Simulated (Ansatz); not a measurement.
# SnO2 (I4_1/amd) in Ansatz: a series of runs

The runs below take SnO2 through single point, with PBEsol.

Program: Ansatz 0.2.0. These are calculated values, not measurements. Logs are shortened: lines on timing, memory, paths and dates and some standing lists are left out, and cuts for length are marked.

## 1. Starting point

Symmetry: I4_1/amd, No. 141, tetragonal system. The conventional cell has a = 4.000 Å, b = 4.000 Å, c = 10.247 Å, α = 90.00°, β = 90.00°, γ = 90.00°. Sn (site symmetry -4m2) has 6 O at 2.06 to 2.09 Å as nearest neighbours. O (site symmetry 2mm) has 3 Sn at 2.06 to 2.09 Å as nearest neighbours.

Measurements of this composition are mostly on another form, of space group No. 136.

## 2. Single point, PBEsol, 12.84 Å³/atom (volume scaled by 0.94)

The input, input.yaml:

```yaml
crystal:
  lattice:
    - [-1.959239428, 1.959239428, 5.0190846328]
    - [1.959239428, -1.959239428, 5.0190846328]
    - [1.959239428, 1.959239428, -5.0190846328]
  atoms:
    - { symbol: Sn, position: [0.0, 0.0, 0.0] }
    - { symbol: Sn, position: [0.75, 0.25, 0.5] }
    - { symbol: O, position: [0.54652259, 0.04652259, 0.5] }
    - { symbol: O, position: [0.20347741, 0.20347741, 0.0] }
    - { symbol: O, position: [0.95347741, 0.45347741, 0.5] }
    - { symbol: O, position: [0.79652259, 0.79652259, 0.0] }
kpoints:
  mp_grid: { grid: [9, 9, 9] }
scf:
  occupations: { method: fermi_dirac, width: 0.05 }
hamiltonian:
  xc: pbesol
  pseudopotentials: { kind: all_electron, lapw: { basis_error: 0.001 } }
output:
  forces: true
  stress: true
  eigenvalues: true
```

Potentials or basis: all-electron LAPW, scalar-relativistic.

Run with:

```bash
> ansatz run input.yaml --threads 4 --pin off --max-ram 12288MiB --backend cpu --events-out ev --progress --plain --runs-dir out
```

Standard output:

```text
Warning: RAYON_NUM_THREADS=4 ignored (pool sized by the plan → 4); use --threads N
LAPW: plane waves up to 10.602 Å⁻¹, error target 1.0e-3 eV per atom; small_component_spin mean_spin; O in spheres of 0.887 Å, 8 of its electrons in bands, Dirac shells []; Sn in spheres of 1.128 Å, 32 of its electrons in bands, Dirac shells [] (how accurate: hamiltonian.pseudopotentials.lapw.basis_error, Limitations)
Engine: ansatz 0.2.0, x86_64-unknown-linux-gnu
Pseudopotentials: kind: all_electron
Pseudopotential: Sn, LAPW, valence charge 32, lapw/all_electron/scalar/gaussian/Sn, Koelling and Harmon's equation, gaussian nucleus
Pseudopotential: O, LAPW, valence charge 8, lapw/all_electron/scalar/gaussian/O, Koelling and Harmon's equation, gaussian nucleus
Functional definition: PBEsol
  exchange = pbesol_x
  correlation = pbesol_c
Crystal: 6 atoms, lattice volume = 77.065 Å³
Basis set: ecut = 428.2466427061925 eV, 1573 PW (Γ), FFT grids on a1+a3, a2+a3, a3, exchange–correlation at level 2
Bands: 58, of which v1, the nominal top of the filled ones, is band 48 counted from 1 (47 counted from 0)
Symmetry: 16 space group operations
Space group: I41/amd (ITA 141), of the structure as read, at distance tolerance 4.3e-5 Å
k-points: 75 of 729
Non-local potential: Sn, projectors of the file, none
Non-local potential: O, projectors of the file, none
Initial density: superposition of atomic densities (chi_scale 0.1, normalization cell, long waves kept (reshape's long-wave potential 0.01 eV rms))
Initial wavefunctions: plane waves of lowest kinetic energy (no species holds an atomic orbital)
Functional: x = pbesol(κ = 0.804, μ = 0.12345679012345678), c = pbesol(β = 0.046)
iter 1 solved again at ethr=1.29e-2 eV; its pass at ethr=1.00e-1 eV (dr2=1.24e1 eV) is discarded
SCF iter   1: F=—  HF=-344202.928412 eV  |F-HF|=—  |Δ(HF+E_count)|=         —  Δρ=1.22e-1  dr2=1.24e1  ethr=1.29e-2  ⟨swp⟩=2.0  Hψ=27451  notcnv=0
preconditioner: auto → Resta (q_TF=auto, 2.830 Å⁻¹)  ε∞=3.0  [insulator: Δε(μ)=4.349 eV  Ē_g=21.372 eV  σ=0.050 eV  W_gap=1.00  n_scr=32 (ndim 8)  ℏωp=30.5 eV  f_vac=0.171  D(μ)=0.00/eV (n_scr^D=0)  ε∞_Penn≈3.0]
iter 2 solved again at ethr=3.11e-4 eV; its pass at ethr=1.29e-2 eV (dr2=2.99e-1 eV) is discarded
SCF iter   2: F=—  HF=-344197.032139 eV  |F-HF|=—  |Δ(HF+E_count)|=    5.90e0  Δρ=2.32e-2  dr2=2.98e-1  ethr=3.11e-4  ⟨swp⟩=2.1  Hψ=22373  notcnv=0
SCF iter   3: F=—  HF=-344196.798559 eV  |F-HF|=—  |Δ(HF+E_count)|=         —  Δρ=2.36e-2  dr2=5.15e-1  ethr=3.10e-4  ⟨swp⟩=3.0  Hψ=13686  notcnv=0
the basis was enlarged: its passes take 10.7 MiB over the memory plan, 4 of 4 planned eigensolver slots
SCF iter   4: F=—  HF=-344196.736324 eV  |F-HF|=—  |Δ(HF+E_count)|=   6.22e-2  Δρ=3.47e-3  dr2=7.02e-3  ethr=3.10e-4  ⟨swp⟩=2.0  Hψ=12479  notcnv=0
SCF iter   5: F=—  HF=-344196.730242 eV  |F-HF|=—  |Δ(HF+E_count)|=   6.08e-3  Δρ=1.45e-3  dr2=9.06e-4  ethr=7.32e-6  ⟨swp⟩=2.7  Hψ=12661  notcnv=0
SCF iter   6: F=—  HF=-344196.730995 eV  |F-HF|=—  |Δ(HF+E_count)|=   7.52e-4  Δρ=3.51e-4  dr2=1.35e-4  ethr=9.44e-7  ⟨swp⟩=3.0  Hψ=13544  notcnv=0
SCF iter   7: F=—  HF=-344196.731252 eV  |F-HF|=—  |Δ(HF+E_count)|=   2.57e-4  Δρ=8.40e-5  dr2=8.35e-6  ethr=1.41e-7  ⟨swp⟩=3.0  Hψ=13409  notcnv=0
SCF iter   8: F=—  HF=-344196.731267 eV  |F-HF|=—  |Δ(HF+E_count)|=   1.50e-5  Δρ=1.48e-5  dr2=2.35e-7  ethr=8.70e-9  ⟨swp⟩=3.0  Hψ=13556  notcnv=0
SCF iter   9: F=-344196.731267 eV  HF=-344196.731267 eV  |F-HF|=4.54e-9  |Δ(HF+E_count)|=   4.57e-8  Δρ=3.31e-6  dr2=1.15e-8  ethr=2.45e-10  ⟨swp⟩=3.0  Hψ=13005  notcnv=0
SCF 1 converged in 9 iterations: F = -344196.731267 eV  dr2 = 1.15e-8
SCF converged after 9 iterations
Free energy (F): -344196.731267 eV
Harris-Foulkes:  -344196.731267 eV  (|F-HF|=4.54e-9)
Internal energy: -344196.731267 eV  (E = F + TS)
E sigma→0 (E₀):  -344196.731267 eV
Fermi energy:    11.045250 eV
--- Per-component energies (eV) ---
  E_band       = -14477.335574
  E_kinetic    = 361546.658546
  E_xc         = -9757.799061
  E_electrostatic = -695985.590752  (all electrons and nuclei)
  E_smearing   = -0.000000  (= −TS)
  E_closure    = 0.000000  (closes the sum)
  E_atoms      = -344157.673972  (free atoms, spherical and without spin; not in F)
  Σ components = -344196.731267   (vs F -344196.731267, Δ=0.00e0)
  Basis errors (estimates in eV, not in F): energy 4.6e-4 per atom: plane waves 4.2e-4 (2.6e-4 summed), levels above the bands 3.5e-109, relativity 5.8e-8, radial functions 4.2e-5, core shells 5.4e-7; eigenvalues (radial functions only) 9.5e-6; not estimated: angular momenta, meshes, grids; target (lapw.basis_error) 1.0e-3; muffin-tin radii O 0.887 Å, Sn 1.128 Å
--- Forces (eV/Å), atoms counted from 1 ---
  atom   1  Sn     0.00000000    -0.00000000     0.00000000
  atom   2  Sn     0.00000000     0.00000000     0.00000000
  atom   3  O     -0.00000000    -0.00000000    -0.32265572
  atom   4  O      0.00000000    -0.00000000     0.32265572
  atom   5  O      0.00000000     0.00000000     0.32265572
  atom   6  O      0.00000000    -0.00000000    -0.32265572
  max |Σ_I F_I| component: 1.11e-16 eV/Å
--- Stress (GPa, compression-positive) ---
       12.977822       0.000000       0.000000
        0.000000      12.977822       0.000000
        0.000000       0.000000      14.025436
  P = ⅓ Tr σ = 13.3270 GPa (133.270 kbar)
--- Band table (eV; the first three rows and the last of 75) ---
  k-point 0: bands = ["-492.0693", "-492.0693", "-492.0693", "-492.0693", "-456.1830", "-456.1830", "-456.1799", "-456.1799", "-456.1799", "-456.1799", "-456.1723", "-456.1723", "-456.1665", "-456.1665", "-117.0989", "-117.0985", "-72.9819", "-72.9762", "-72.9743", "-72.9743", "-72.9730", "-72.9730", "-10.6122", "-10.5979", "-10.4151", "-9.7484", "-9.5741", "-9.5741", "-9.3886", "-9.3744", "-9.3744", "-9.3344", "-8.8745", "-5.7541", "-4.9855", "-4.6969", "4.8175", "4.8461", "4.8461", "5.5275", "6.1902", "6.1902", "8.1753", "8.7732", "9.1216", "9.1216", "9.3784", "9.3784", "12.0550", "16.0470", "19.3405", "19.8911", "20.0637", "21.9981", "21.9981", "22.3889", "22.7176", "22.7176"]
  k-point 1: bands = ["-492.0693", "-492.0693", "-492.0693", "-492.0693", "-456.1830", "-456.1830", "-456.1799", "-456.1799", "-456.1799", "-456.1799", "-456.1723", "-456.1723", "-456.1665", "-456.1665", "-117.0989", "-117.0985", "-72.9818", "-72.9766", "-72.9743", "-72.9741", "-72.9731", "-72.9730", "-10.5829", "-10.5329", "-10.3532", "-9.7962", "-9.5784", "-9.5636", "-9.4021", "-9.3917", "-9.3828", "-9.3382", "-8.6792", "-5.8761", "-5.0234", "-4.9360", "3.5258", "5.1214", "5.2019", "5.6368", "6.1809", "6.9700", "8.3802", "8.6199", "8.7153", "9.1638", "9.1813", "9.4535", "12.8279", "16.1379", "19.6161", "19.9546", "19.9911", "21.1889", "21.8887", "21.9128", "22.0129", "22.9217"]
  k-point 2: bands = ["-492.0693", "-492.0693", "-492.0693", "-492.0693", "-456.1830", "-456.1830", "-456.1799", "-456.1799", "-456.1799", "-456.1799", "-456.1723", "-456.1723", "-456.1665", "-456.1665", "-117.0988", "-117.0985", "-72.9814", "-72.9773", "-72.9742", "-72.9738", "-72.9732", "-72.9731", "-10.5048", "-10.3500", "-10.1777", "-9.9101", "-9.5926", "-9.5341", "-9.4147", "-9.4056", "-9.3979", "-9.3501", "-8.2061", "-6.1969", "-5.5214", "-5.1692", "2.4675", "4.5205", "4.9513", "6.1064", "7.3772", "7.8335", "8.1302", "8.2144", "8.6824", "8.9603", "9.2749", "9.6146", "14.3181", "16.4757", "19.6585", "19.7479", "20.0234", "20.2201", "21.0137", "21.4071", "22.0448", "22.0904"]
  k-point 74: bands = ["-492.0693", "-492.0693", "-492.0693", "-492.0693", "-456.1830", "-456.1830", "-456.1799", "-456.1799", "-456.1799", "-456.1799", "-456.1723", "-456.1723", "-456.1665", "-456.1665", "-117.0987", "-117.0987", "-72.9792", "-72.9790", "-72.9746", "-72.9745", "-72.9728", "-72.9728", "-10.7801", "-10.7617", "-9.8696", "-9.8123", "-9.6244", "-9.6074", "-9.3652", "-9.3648", "-9.3447", "-9.3169", "-7.8362", "-7.8308", "-4.5279", "-4.3522", "4.3823", "4.4444", "5.6009", "6.2791", "6.6008", "6.9585", "6.9846", "7.9743", "8.7375", "8.8181", "9.4572", "9.4721", "14.7858", "14.9217", "17.6013", "17.7503", "22.0739", "22.1435", "22.2834", "22.3811", "23.1559", "23.5984"]
```

It took 46 s on 4 threads of Intel Xeon Platinum 8259CL at 2.50GHz (Skylake/Cascade Lake), shared host; peak memory 1.3 GiB.

Results:

```yaml
Free_energy: -344196.7313 eV
Pressure: 13.3 GPa
Largest_force: 0.323 eV/Å
Band_gap_on_the_k_mesh: 2.23 eV, indirect (least direct gap 2.68 eV)
```

Caveat: spin-orbit coupling is left out, which moves the levels of the heavy elements; an odd mesh through Γ misses points on the zone boundary, where band edges often lie.

## 3. Single point, PBEsol, 13.12 Å³/atom (volume scaled by 0.96)

Edit input.yaml of step 2 so:

```diff
@@ -2,5 +2,5 @@
   lattice:
-    - [-1.959239428, 1.959239428, 5.0190846328]
-    - [1.959239428, -1.959239428, 5.0190846328]
-    - [1.959239428, 1.959239428, -5.0190846328]
+    - [-1.9730373434, 1.9730373434, 5.0544314638]
+    - [1.9730373434, -1.9730373434, 5.0544314638]
+    - [1.9730373434, 1.9730373434, -5.0544314638]
   atoms:
```

Potentials or basis: all-electron LAPW, scalar-relativistic.

Run with:

```bash
> ansatz run input.yaml --threads 4 --pin off --max-ram 12288MiB --backend cpu --events-out ev --progress --plain --runs-dir out
```

Run time: 44 s. Hardware: 4 threads of Intel Xeon Platinum 8259CL at 2.50GHz (Skylake/Cascade Lake), shared host; peak memory 1.3 GiB.

The run converged. Its results:

| Item | Value |
| --- | --- |
| Free energy | -344196.8430 eV |
| Pressure | 8.6 GPa |
| Largest force | 0.176 eV/Å |
| Band gap on the k mesh | 2.00 eV, indirect (least direct gap 2.42 eV) |

Caveat: spin-orbit coupling is left out, which moves the levels of the heavy elements; an odd mesh through Γ misses points on the zone boundary, where band edges often lie.

## 4. Single point, PBEsol, 13.39 Å³/atom (volume scaled by 0.98)

Edit input.yaml of step 3 so:

```diff
@@ -2,5 +2,5 @@
   lattice:
-    - [-1.9730373434, 1.9730373434, 5.0544314638]
-    - [1.9730373434, -1.9730373434, 5.0544314638]
-    - [1.9730373434, 1.9730373434, -5.0544314638]
+    - [-1.9866449275, 1.9866449275, 5.0892907133]
+    - [1.9866449275, -1.9866449275, 5.0892907133]
+    - [1.9866449275, 1.9866449275, -5.0892907133]
   atoms:
```

Run with:

```bash
> ansatz run input.yaml --threads 4 --pin off --max-ram 12288MiB --backend cpu --events-out ev --progress --plain --runs-dir out
```

Run time: 48 s. Hardware: 4 threads of Intel Xeon Platinum 8259CL at 2.50GHz (Skylake/Cascade Lake), shared host; peak memory 1.3 GiB.

Results (log left out):

* Free energy: -344196.9091 eV
* Pressure: 4.4 GPa
* Largest force: 0.041 eV/Å
* Band gap on the k mesh: 1.78 eV, indirect (least direct gap 2.18 eV)

Caveat: spin-orbit coupling is left out, which moves the levels of the heavy elements; an odd mesh through Γ misses points on the zone boundary, where band edges often lie.

## 5. Single point, PBEsol, 13.66 Å³/atom

Edit input.yaml of step 4 so:

```diff
@@ -2,5 +2,5 @@
   lattice:
-    - [-1.9866449275, 1.9866449275, 5.0892907133]
-    - [1.9866449275, -1.9866449275, 5.0892907133]
-    - [1.9866449275, 1.9866449275, -5.0892907133]
+    - [-2.0000686112, 2.0000686112, 5.1236788559]
+    - [2.0000686112, -2.0000686112, 5.1236788559]
+    - [2.0000686112, 2.0000686112, -5.1236788559]
   atoms:
```

Run with:

```bash
> ansatz run input.yaml --threads 4 --pin off --max-ram 12288MiB --backend cpu --events-out ev --progress --plain --runs-dir out
```

Wall time 44 s (4 threads of Intel Xeon Platinum 8259CL at 2.50GHz (Skylake/Cascade Lake), shared host); peak memory 1.3 GiB.

The run converged. Its results:

* Free energy: -344196.9345 eV
* Pressure: 0.6 GPa
* Largest force: 0.083 eV/Å
* Band gap on the k mesh: 1.56 eV, indirect (least direct gap 1.95 eV)

Caveat: spin-orbit coupling is left out, which moves the levels of the heavy elements; an odd mesh through Γ misses points on the zone boundary, where band edges often lie.

## 6. Single point, PBEsol, 13.94 Å³/atom (volume scaled by 1.02)

Edit input.yaml of step 5 so:

```diff
@@ -2,5 +2,5 @@
   lattice:
-    - [-2.0000686112, 2.0000686112, 5.1236788559]
-    - [2.0000686112, -2.0000686112, 5.1236788559]
-    - [2.0000686112, 2.0000686112, -5.1236788559]
+    - [-2.0133144847, 2.0133144847, 5.1576114928]
+    - [2.0133144847, -2.0133144847, 5.1576114928]
+    - [2.0133144847, 2.0133144847, -5.1576114928]
   atoms:
```

Potentials or basis: all-electron LAPW, scalar-relativistic.

Run with:

```bash
> ansatz run input.yaml --threads 4 --pin off --max-ram 12288MiB --backend cpu --events-out ev --progress --plain --runs-dir out
```

It took 49 s on 4 threads of Intel Xeon Platinum 8259CL at 2.50GHz (Skylake/Cascade Lake), shared host; peak memory 1.3 GiB.

Results (log left out):

```yaml
Free_energy: -344196.9237 eV
Pressure: -2.7 GPa
Largest_force: 0.197 eV/Å
Band_gap_on_the_k_mesh: 1.36 eV, indirect (least direct gap 1.73 eV)
```

Caveat: spin-orbit coupling is left out, which moves the levels of the heavy elements; an odd mesh through Γ misses points on the zone boundary, where band edges often lie.

## 7. Single point, PBEsol, 14.21 Å³/atom (volume scaled by 1.04)

Edit input.yaml of step 6 so:

```diff
@@ -2,5 +2,5 @@
   lattice:
-    - [-2.0133144847, 2.0133144847, 5.1576114928]
-    - [2.0133144847, -2.0133144847, 5.1576114928]
-    - [2.0133144847, 2.0133144847, -5.1576114928]
+    - [-2.0263883217, 2.0263883217, 5.191103415]
+    - [2.0263883217, -2.0263883217, 5.191103415]
+    - [2.0263883217, 2.0263883217, -5.191103415]
   atoms:
```

Run with:

```bash
> ansatz run input.yaml --threads 4 --pin off --max-ram 12288MiB --backend cpu --events-out ev --progress --plain --runs-dir out
```

It took 48 s on 4 threads of Intel Xeon Platinum 8259CL at 2.50GHz (Skylake/Cascade Lake), shared host; peak memory 1.3 GiB.

Results (log left out):

```
Free energy            : -344196.8806 eV
Pressure               : -5.7 GPa
Largest force          : 0.301 eV/Å
Band gap on the k mesh : 1.16 eV, indirect (least direct gap 1.52 eV)
```

Caveat: spin-orbit coupling is left out, which moves the levels of the heavy elements; an odd mesh through Γ misses points on the zone boundary, where band edges often lie.

## 8. Single point, PBEsol, 14.48 Å³/atom (volume scaled by 1.06)

Edit input.yaml of step 7 so:

```diff
@@ -2,5 +2,5 @@
   lattice:
-    - [-2.0263883217, 2.0263883217, 5.191103415]
-    - [2.0263883217, -2.0263883217, 5.191103415]
-    - [2.0263883217, 2.0263883217, -5.191103415]
+    - [-2.0392956017, 2.0392956017, 5.2241686594]
+    - [2.0392956017, -2.0392956017, 5.2241686594]
+    - [2.0392956017, 2.0392956017, -5.2241686594]
   atoms:
```

Run with:

```bash
> ansatz run input.yaml --threads 4 --pin off --max-ram 12288MiB --backend cpu --events-out ev --progress --plain --runs-dir out
```

Run time: 48 s. Hardware: 4 threads of Intel Xeon Platinum 8259CL at 2.50GHz (Skylake/Cascade Lake), shared host; peak memory 1.3 GiB.

It converged, with:

```yaml
Free_energy: -344196.8088 eV
Pressure: -8.3 GPa
Largest_force: 0.397 eV/Å
Band_gap_on_the_k_mesh: 0.98 eV, indirect (least direct gap 1.32 eV)
```

Caveat: spin-orbit coupling is left out, which moves the levels of the heavy elements; an odd mesh through Γ misses points on the zone boundary, where band edges often lie.

## 9. The reference run

An earlier run on the cell as given: functional PBEsol; potentials or basis all-electron LAPW, scalar-relativistic; cutoff 410 eV (chosen from the basis error); basis error allowed 0.001 eV/atom; k mesh 9 × 9 × 9; occupations fermi-dirac, width 0.05 eV; no spin polarisation.

* Pressure: 0.6 GPa
* Largest force: 0.083 eV/Å
* Band gap on the k mesh: 1.56 eV, indirect (least direct gap 1.95 eV)
* Loewdin charges: Sn +1.67; O -0.77 e
